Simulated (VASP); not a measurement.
**A VASP 6.6.1 single-point calculation on NaI**

INCAR

```
LWAVE = .FALSE.
LREAL = .TRUE.
NBANDS = 47
NELM = 57
NSW = 0
ISIF = 2
IBRION = -1
ISMEAR = -1
EDIFF = 1E-7
PREC = Accurate
SIGMA = 0.02
LCHARG = .FALSE.
LASPH = .TRUE.
ENCUT = 520
GGA = PE
```

KPOINTS

```
KPOINTS created by Atomic Simulation Environment
0
Gamma
6 6 6
0 0 0
```

POSCAR

```
Na I
 1.0000000000000000
     0.0838717311000000    3.5700180101000001    3.5700180101000001
     3.5700180101000001    0.0838717311000000    3.5700180101000001
     3.5700180101000001    3.5700180101000001    0.0838717311000000
 Na  I
   1   1
Cartesian
  0.0183627528701113  0.0183627528701112  0.0183627528701112
  1.7876141849548879  1.7876141849548879  1.7876141849548879
```

The recommended PBE PAW datasets give the neutral cell 14 valence electrons.

Command

```
mpirun -np 1 vasp_std
```

OSZICAR

```
N       E                     dE             d eps       ncg     rms          rms(c)
DAV:   1     0.119757392669E+03    0.11976E+03   -0.43498E+03  3030   0.256E+02
DAV:   2     0.579781080514E+01   -0.11396E+03   -0.10207E+03  3240   0.106E+02
DAV:   3    -0.516488534980E+01   -0.10963E+02   -0.10717E+02  3607   0.303E+01
DAV:   4    -0.537803058954E+01   -0.21315E+00   -0.21289E+00  3688   0.404E+00
DAV:   5    -0.538168954952E+01   -0.36590E-02   -0.36586E-02  3639   0.526E-01    0.165E+00
DAV:   6    -0.528237544524E+01    0.99314E-01   -0.37051E-02  3970   0.492E-01    0.114E+00
DAV:   7    -0.527476012892E+01    0.76153E-02   -0.40139E-02  3923   0.428E-01    0.582E-01
DAV:   8    -0.528379209833E+01   -0.90320E-02   -0.66421E-03  3471   0.196E-01    0.689E-02
DAV:   9    -0.528402895963E+01   -0.23686E-03   -0.16340E-04  3698   0.465E-02    0.388E-02
DAV:  10    -0.528423906654E+01   -0.21011E-03   -0.89454E-05  3441   0.294E-02    0.266E-02
DAV:  11    -0.528426784356E+01   -0.28777E-04   -0.22828E-05  3641   0.124E-02    0.484E-03
DAV:  12    -0.528427104739E+01   -0.32038E-05   -0.18228E-06  3505   0.393E-03    0.294E-03
DAV:  13    -0.528427207633E+01   -0.10289E-05   -0.72124E-07  3510   0.171E-03    0.119E-03
DAV:  14    -0.528427214693E+01   -0.70599E-07   -0.37496E-08  3666   0.519E-04
   1 F= -.52842721E+01 E0= -.52842721E+01  d E =-.324587E-10
```

From OUTCAR

```
k-points           NKPTS =     32   k-points in BZ     NKDIM =     32   number of bands    NBANDS=     47

   NELECT =      14.0000    total number of electrons

   dimension x,y,z NGX =    40 NGY =   40 NGZ =   40
   dimension x,y,z NGXF=    80 NGYF=   80 NGZF=   80

  energy-cutoff  :      520.00
  volume of cell :       87.79
      direct lattice vectors                 reciprocal lattice vectors
     0.083871731  3.570018010  3.570018010    -0.145090053  0.141759643  0.141759643
     3.570018010  0.083871731  3.570018010     0.141759643 -0.145090053  0.141759643
     3.570018010  3.570018010  0.083871731     0.141759643  0.141759643 -0.145090053

 k-points in reciprocal lattice and weights: KPOINTS created by Atomic Simulation Env
   0.00000000  0.00000000  0.00000000       0.005
   0.16666667  0.00000000  0.00000000       0.028
   0.33333333  0.00000000  0.00000000       0.028
   0.50000000 -0.00000000 -0.00000000       0.014
   0.16666667  0.16666667  0.00000000       0.028
   0.33333333  0.16666667  0.00000000       0.056
   0.50000000  0.16666667 -0.00000000       0.056
  -0.33333333  0.16666667  0.00000000       0.056
   ...

 E-fermi :  -0.6048

 k-point     1 :       0.0000    0.0000    0.0000
  band No.  band energies     occupation
      1     -23.1135      2.00000
      2     -23.1135      2.00000
      3     -23.1111      2.00000
      4     -11.4937      2.00000
      5      -1.1123      2.00000
      6      -1.0068      2.00000
      7      -1.0068      2.00000
      8       2.7940      0.00000
      9       6.6765      0.00000
     10       6.9819      0.00000
     11       6.9819      0.00000
     12       8.6580      0.00000
     13       8.6580      0.00000
     14       9.9797      0.00000
     15      10.5066      0.00000
     16      10.6120      0.00000
     17      10.6120      0.00000
     18      12.8737      0.00000
     19      17.7751      0.00000
     20      18.1115      0.00000
     21      18.1115      0.00000
     22      18.7431      0.00000
     23      18.7472      0.00000
     24      18.7472      0.00000
     25      19.4785      0.00000
     26      19.4785      0.00000
     27      19.8059      0.00000
     28      19.8860      0.00000
     29      19.8860      0.00000
     30      24.2271      0.00000
     31      25.3610      0.00000
     32      25.3610      0.00000
     33      25.6906      0.00000
     34      26.5400      0.00000
     35      26.6424      0.00000
     36      26.9086      0.00000
     37      26.9086      0.00000
     38      27.2310      0.00000
     39      27.2310      0.00000
     40      28.6759      0.00000
     41      29.2087      0.00000
     42      29.2087      0.00000
     43      29.5971      0.00000
     44      29.5971      0.00000
     45      29.7044      0.00000
     46      30.2139      0.00000
     47      30.2139      0.00000

 ...

  Total        0.3183744      0.3183744      0.3183744     -0.0558828     -0.0558828     -0.0558828
  in kB        5.8101234      5.8101234      5.8101234     -1.0198247     -1.0198247     -1.0198247
  external PRESSURE =       5.8101234 kB  Pullay stress =       0.0000000 kB

 POSITION                                       TOTAL-FORCE (eV/Angst)
 -----------------------------------------------------------------------------------
      0.01836      0.01836      0.01836        -0.003027     -0.003027     -0.003027
      1.78761      1.78761      1.78761         0.003027      0.003027      0.003027
 -----------------------------------------------------------------------------------
    total drift:                               -0.065575     -0.065575     -0.065575

  FREE ENERGIE OF THE ION-ELECTRON SYSTEM (eV)
  ---------------------------------------------------
  free  energy   TOTEN  =        -5.2842721469 eV

  energy  without entropy=       -5.2842721469  energy(sigma->0) =       -5.28427215
```

It converged. Results: gap between bands v and c on the k mesh 3.80 eV; least direct gap on the k mesh 3.80 eV; pressure 0.6 GPa. Band v is the last that the valence electrons fill when counted band by band, and c is the next.

For comparison, a separate PBE run of the intended cell, on usual settings and not on those above, gives a gap of 3.80 eV on its mesh and a pressure of 0.5 GPa.

The run above took about 3.6 min on one core of a shared host (Intel Xeon Platinum 8488C) and held 0.25 GiB at most.
